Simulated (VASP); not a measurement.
# MnS (Fm-3m) in VASP: notebook

The runs below take MnS through single point, with HSE06.

Program: VASP 6.6.1. These are calculated values, not measurements. Logs are shortened: lines on timing, memory, paths and dates and some standing lists are left out, and cuts for length are marked.

### 1 The crystal as given

Symmetry: Fm-3m, No. 225, cubic system. The conventional cell has a = 5.224 Å, b = 5.224 Å, c = 5.224 Å, α = 90.00°, β = 90.00°, γ = 90.00°. Around Mn (site symmetry m-3m) lie 6 S at 2.61 Å. Around S (site symmetry m-3m) lie 6 Mn at 2.61 Å.

### 2 Single point, HSE06, collinear spin, ferromagnetic start

POSCAR

```
MnS
1.0
    0.0000000000      2.6122498900      2.6122498900
    2.6122498900      0.0000000000      2.6122498900
    5.2244997800      5.2244997800      0.0000000000
Mn S
2 2
Direct
    0.0000000000      0.0000000000      0.0000000000
    0.0000000000      0.0000000000      0.5000000000
    0.5000000000      0.5000000000      0.2500000000
    0.5000000000      0.5000000000      0.7500000000
```

INCAR.step1

```
SYSTEM = MnS
  PREC = Accurate
  ENCUT = 450
  EDIFF = 1E-5
  ISMEAR = 0
  SIGMA = 0.05
  LREAL = .False.
  LASPH = .True.
  NELM = 150
  ALGO = Normal
  ISIF = 2
  LWAVE = .True.
  ISPIN = 2
  MAGMOM = 4 4 0 0
  LORBIT = 11
  LMAXMIX = 4
  NBANDS = 31
  GGA = PE
```

INCAR.step2

```
SYSTEM = MnS
  PREC = Accurate
  ENCUT = 450
  EDIFF = 1E-6
  ISMEAR = 0
  SIGMA = 0.05
  LREAL = .False.
  LASPH = .True.
  NELM = 150
  ALGO = Normal
  ISIF = 2
  LWAVE = .False.
  LCHARG = .True.
  ISPIN = 2
  MAGMOM = 4 4 0 0
  LORBIT = 11
  LMAXMIX = 4
  GGA = PE
  LHFCALC = .True.
  HFSCREEN = 0.2
  PRECFOCK = Fast
  LELF = .True.
  LVHAR = .True.
  NBANDS = 31
  ISTART = 1
```

KPOINTS

```
regular mesh
0
Gamma
  4 4 3
  0 0 0
```

Potentials or basis: VASP PAW PBE potentials, release 64 (Mn_pv, S).

Command:

```
cat potpaw_PBE.64/Mn_pv/POTCAR potpaw_PBE.64/S/POTCAR > POTCAR
cp INCAR.step1 INCAR
mpirun -np 1 vasp_std > vasp.out
cp INCAR.step2 INCAR
mpirun -np 1 vasp_std > vasp.out
```

OUTCAR:

```text
SYSTEM = MnS
   PREC = Accurate
   ENCUT = 450
   EDIFF = 1E-6
   ISMEAR = 0
   LREAL = .False.
   LASPH = .True.
   NELM = 150
   ISIF = 2
   ISPIN = 2
   LORBIT = 11
   GGA = PE
   LHFCALC = .True.
   HFSCREEN = 0.2
   PRECFOCK = Fast
   ISTART = 1

 ion  position               nearest neighbor table
   1  0.000  0.000  0.000-   4 2.61   3 2.61   4 2.61   3 2.61   4 2.61   3 2.61
   2  0.000  0.000  0.500-   3 2.61   3 2.61   4 2.61   3 2.61   4 2.61   4 2.61
   3  0.500  0.500  0.250-   1 2.61   1 2.61   2 2.61   1 2.61   2 2.61   2 2.61
   4  0.500  0.500  0.750-   2 2.61   1 2.61   2 2.61   1 2.61   2 2.61   1 2.61

  LATTYP: Found a trigonal (rhomboedric) cell.
 ALAT       =     6.3986793111
 COS(alpha) =     0.8333333333

  Lattice vectors:

 A1 = (   5.2244997800,   2.6122498900,  -2.6122498900)
 A2 = (   2.6122498900,   2.6122498900,  -5.2244997800)
 A3 = (   2.6122498900,   5.2244997800,  -2.6122498900)

Analysis of symmetry for initial positions (statically):
=====================================================================
 Subroutine PRICEL returns following result:

  LATTYP: Found a face centered cubic cell.
 ALAT       =     5.2244997800
[... 12 lines left out ...]
 Subroutine GETGRP returns: Found 12 space group operations
 (whereof 12 operations were pure point group operations)
 out of a pool of 12 trial point group operations.

The static configuration has the point symmetry D_3d.

Analysis of symmetry for dynamics (positions and initial velocities):
=====================================================================
 Subroutine PRICEL returns following result:

  LATTYP: Found a face centered cubic cell.
 ALAT       =     5.2244997800
[... 12 lines left out ...]
 Subroutine GETGRP returns: Found 12 space group operations
 (whereof 12 operations were pure point group operations)
 out of a pool of 12 trial point group operations.

The dynamic configuration has the point symmetry D_3d.

Analysis of structural, dynamic, and magnetic symmetry:
=====================================================================
 Subroutine PRICEL returns following result:

  LATTYP: Found a face centered cubic cell.
 ALAT       =     5.2244997800
[... 12 lines left out ...]
 Subroutine GETGRP returns: Found 12 space group operations
 (whereof 12 operations were pure point group operations)
 out of a pool of 12 trial point group operations.

The overall configuration has the point symmetry D_3d.

 Subroutine INISYM returns: Found 12 space group operations
 (whereof 12 operations are pure point group operations),
 and found     2 'primitive' translations

----------------------------------------------------------------------------------------

                                     Primitive cell

  volume of cell :      35.6512

  direct lattice vectors                    reciprocal lattice vectors
     0.000000000  2.612249890  2.612249890    -0.191405884  0.191405884  0.191405884
     2.612249890  0.000000000  2.612249890     0.191405884 -0.191405884  0.191405884
     2.612249890  2.612249890  0.000000000     0.191405884  0.191405884 -0.191405884

  length of vectors
     3.694279223  3.694279223  3.694279223     0.331524716  0.331524716  0.331524716

  position of ions in fractional coordinates (direct lattice)
     0.000000000  0.000000000  0.000000000
     0.500000000  0.500000000  0.500000000

  ion indices of the primitive-cell ions
   primitive index   ion index
                 1           1
                 2           3

----------------------------------------------------------------------------------------

 KPOINTS: regular mesh

Automatic generation of k-mesh.
 Grid dimensions read from file:
 generate k-points for:    4    4    3

 Generating k-lattice:

  Cartesian coordinates                     Fractional coordinates (reciprocal lattice)
    -0.047851471  0.047851471  0.047851471     0.250000000  0.000000000  0.000000000
     0.047851471 -0.047851471  0.047851471     0.000000000  0.250000000  0.000000000
     0.031900981  0.031900981 -0.031900981     0.000000000  0.000000000  0.333333333

  Length of vectors
     0.082881179  0.082881179  0.055254119

  Shift w.r.t. Gamma in fractional coordinates (k-lattice)
     0.000000000  0.000000000  0.000000000
[... 46 lines left out ...]
   total plane-waves  NPLWV =  42336
   dimension x,y,z NGX =    28 NGY =   28 NGZ =   54
   dimension x,y,z NGXF=    56 NGYF=   56 NGZF=  108
   ions per type =               2   2
   NGX,Y,Z   is equivalent  to a cutoff of  12.60, 12.60, 12.15 a.u.
   NGXF,Y,Z  is equivalent  to a cutoff of  25.20, 25.20, 24.30 a.u.
 SYSTEM =  MnS
   PREC   = accura    normal or accurate (medium, high low for compatibility)
   ISTART =      1    job   : 0-new  1-cont  2-samecut
   ICHARG =      0    charge: 1-file 2-atom 10-const
   ISPIN  =      2    spin polarized calculation?
   LNONCOLLINEAR =      F non collinear calculations
   LSORBIT =      F    spin-orbit coupling
   LASPH  =      T    aspherical Exc in radial PAW
   ENCUT  =  450.0 eV  33.07 Ry    5.75 a.u.   6.39  6.39 12.78*2*pi/ulx,y,z
   NELM   =    150;   NELMIN=  2; NELMDL=  0     # of ELM steps
   EDIFF  = 0.1E-05   stopping-criterion for ELM
   LREAL  =      F    real-space projection
   EDIFFG = 0.1E-04   stopping-criterion for IOM
   NSW    =      0    number of steps for IOM
   IBRION =     -1    ionic relax: 0-MD 1-quasi-New 2-CG
   NFREE  =      0    steps in history (QN), initial steepest desc. (CG)
   ISIF   =      2    stress and relaxation
   ISYM   =      3    0-nonsym 1-usesym 2-fastsym
   POTIM  = 0.5000    time-step for ionic-motion
   TEBEG  =    0.0;   TEEND  =   0.0 temperature during run
   PSTRESS=    0.0 pullay stress
   NELECT =      38.0000    total number of electrons
   NUPDOWN=      -1.0000    fix difference up-down
   EMIN   =  10.00;   EMAX   =-10.00  energy-range for DOS
   EFERMI =   0.00;   METHOD = LEGACY
   ISMEAR =     0;   SIGMA  =   0.05  broadening in eV -4-tet -1-fermi 0-gaus
   EFERMI_NEDOS =   21; number of points for ismear=-14 and -15
   IALGO  =     38    algorithm
   IMIX   =      1    mixing-type and parameters
     AMIX     =   0.40;   BMIX     =  1.00
     AMIX_MAG =   1.60;   BMIX_MAG =  1.00
  volume/ion in A,a.u.               =      17.83       120.29
  Fermi-wavevector in a.u.,A,eV,Ry     =   1.327297  2.508227 23.969605  1.761716
  Thomas-Fermi vector in A             =   2.456619
   LORBIT       =     11    0 simple, 1 ext, 2 COOP (PROOUT), +10 PAW based schemes
   GGA     = PE    functional components
   LHFCALC =     T    Hartree Fock is set to
   PRECFOCK=fast      Normal, Fast or Accurate (Low or Medium for compatibility)
   ENCUT4O =  -1.0   cutoff for four orbital integrals eV
   NKREDX  =     1    reduce k-point grid by
   NKREDY  =     1    reduce k-point grid by
   NKREDZ  =     1    reduce k-point grid by
   AEXX    =    0.2500 exact exchange contribution
   HFSCREEN=    0.2000 screening length (either q_TF or 0.3 A-1)
   HFSCREENC=   0.2000 screening length for correlation (either q_TF or 0.3 A-1)
   ENCUTFOCK=  -1.0 apply spherical cutoff to Coloumb kernel
   IVDW    =     0    specifies the selected vdW correction
   LEPSILON=     F    determine dielectric tensor
   LRPA    =     F    only Hartree local field effects (RPA)
 spin polarized calculation
 Gauss-broadening in eV      SIGMA  =   0.05
  energy-cutoff  :      450.00
  volume of cell :       71.30
 maximum number of plane-waves:      1560
 NGX is ok and might be reduce to    28
  NGX = 14; NGY = 14; NGZ = 28

 number of electron      37.9999997 magnetization      10.0068293

 number of electron      37.9999997 magnetization       9.9959022

 Free energy of the ion-electron system (eV)
  ---------------------------------------------------
  ext. energy  EPLUGINS =         0.00000000
  ---------------------------------------------------
  free energy    TOTEN  =       -40.98446562 eV

  energy without entropy =      -40.98446562  energy(sigma->0) =      -40.98446562

 E-fermi :   6.2934     XC(G=0):  -8.7123

 val. band max:        5.8781246679   @ k =   0.5000   0.0000   0.0000
 cond. band min:       6.9041632409   @ k =   0.5000   0.0000   0.0000
 fundamental gap:      1.0260385730
 Fermi energy:         6.2934257290

 spin component 1

 k-point     1 :       0.0000    0.0000    0.0000
  band No.  band energies     occupation
      1     -49.0186      1.00000
      2     -49.0105      1.00000
      3     -49.0095      1.00000
      4     -49.0093      1.00000
      5     -49.0080      1.00000
      6     -49.0078      1.00000
[... 465 lines left out ...]
     30      14.1662      0.00000
     31      14.5427      0.00000
 Fermi energy:         6.2934257290

 spin component 2

 k-point     1 :       0.0000    0.0000    0.0000
  band No.  band energies     occupation
      1     -42.3159      1.00000
      2     -42.3007      1.00000
      3     -42.2997      1.00000
      4     -42.2996      1.00000
      5     -42.2980      1.00000
      6     -42.2978      1.00000
[... 465 lines left out ...]
     30      15.4102      0.00000
     31      15.9217      0.00000

------------------------ aborting loop because EDIFF is reached ----------------------------------------

  FORCE on cell =-STRESS in cart. coord.  units (eV):
  Direction    XX          YY          ZZ          XY          YZ          ZX
  --------------------------------------------------------------------------------------
  -------------------------------------------------------------------------------------
  Total        0.3564267      0.3564267      0.3564267     -0.0515058      0.0515058      0.0515058
  in kB        8.0089705      8.0089705      8.0089705     -1.1573435      1.1573435      1.1573435
  external PRESSURE =       8.0089705 kB  Pullay stress =       0.0000000 kB

 VOLUME and BASIS-vectors are now :
 -----------------------------------------------------------------------------
  energy-cutoff  :      450.00
  volume of cell :       71.30
      direct lattice vectors                 reciprocal lattice vectors
     0.000000000  2.612249890  2.612249890    -0.191405884  0.191405884  0.191405884
     2.612249890  0.000000000  2.612249890     0.191405884 -0.191405884  0.191405884
     5.224499780  5.224499780  0.000000000     0.095702942  0.095702942 -0.095702942

 POSITION                                       TOTAL-FORCE (eV/Angst)
 -----------------------------------------------------------------------------------
      0.00000      0.00000      0.00000        -0.000000      0.000000      0.000000
      2.61225      2.61225      0.00000         0.000000     -0.000000      0.000000
      2.61225      2.61225      2.61225        -0.000000     -0.000000      0.000000
      5.22450      5.22450      2.61225        -0.000000     -0.000000      0.000000
 -----------------------------------------------------------------------------------
    total drift:                                0.000013     -0.000014      0.000001

  FREE ENERGIE OF THE ION-ELECTRON SYSTEM (eV)
  ---------------------------------------------------
  free  energy   TOTEN  =       -40.9844656180 eV

  energy  without entropy=      -40.9844656180  energy(sigma->0) =      -40.98446562

 total charge

# of ion       s       p       d       tot
------------------------------------------
    1        0.206   6.164   4.882  11.252
    2        0.206   6.164   4.882  11.252
    3        1.312   2.483   0.000   3.794
    4        1.312   2.483   0.000   3.794
--------------------------------------------------
tot          3.035  17.293   9.765  30.093

 magnetization (x)

# of ion       s       p       d       tot
------------------------------------------
    1        0.041   0.032   4.487   4.560
    2        0.041   0.032   4.487   4.560
    3        0.023   0.089   0.000   0.112
    4        0.023   0.089   0.000   0.112
--------------------------------------------------
tot          0.129   0.243   8.974   9.345
```

Run time: 27 min. Hardware: 1 thread of Intel Xeon Platinum 8488C (Sapphire Rapids), shared host; peak memory 0.35 GiB.

What came out:

```yaml
Free_energy: -40.9845 eV
Pressure: 0.8 GPa
Band_gap_on_the_k_mesh: 1.03 eV
Net_moment: 10.00 μB per cell
Site_moments: Mn +4.56; S +0.11 μB
Valence_electrons_inside_the_program's_atomic_spheres: Mn 11.25; S 3.79
```

Levels at points of the mesh, in eV from the valence-band top:
Spin up:
| k point | band 22 | band 23 | band 24 | band 25 | band 26 | band 27 |
| --- | --- | --- | --- | --- | --- | --- |
| (0.00, 0.00, 0.00) | -1.72 | -0.01 | -0.01 | 2.85 | 3.85 | 6.56 |
| (0.50, 0.00, 0.00) | -3.50 | -0.01 | 0.00 | 1.86 | 3.84 | 6.27 |
Spin down:
| k point | band 10 | band 11 | band 12 | band 13 | band 14 | band 15 | band 16 | band 17 | band 18 | band 19 |
| --- | --- | --- | --- | --- | --- | --- | --- | --- | --- | --- |
| (0.00, 0.00, 0.00) | -3.00 | -3.00 | -1.36 | -1.36 | -1.36 | 2.66 | 2.66 | 2.66 | 2.69 | 2.69 |
| (0.50, 0.00, 0.00) | -5.74 | -3.08 | -3.07 | -3.00 | -3.00 | 1.03 | 3.32 | 3.34 | 4.12 | 4.12 |

Caveat: the k mesh is coarse (spacing up to 0.52 Å⁻¹), so the values aren't converged, least of all with exact exchange; the PAW data sets were made with another functional, which shifts forces and pressure a little; an odd mesh through Γ misses points on the zone boundary, where band edges often lie; only a ferromagnetic start was run, and an antiferromagnetic order may lie lower in energy.

[end of part 1 of 2]
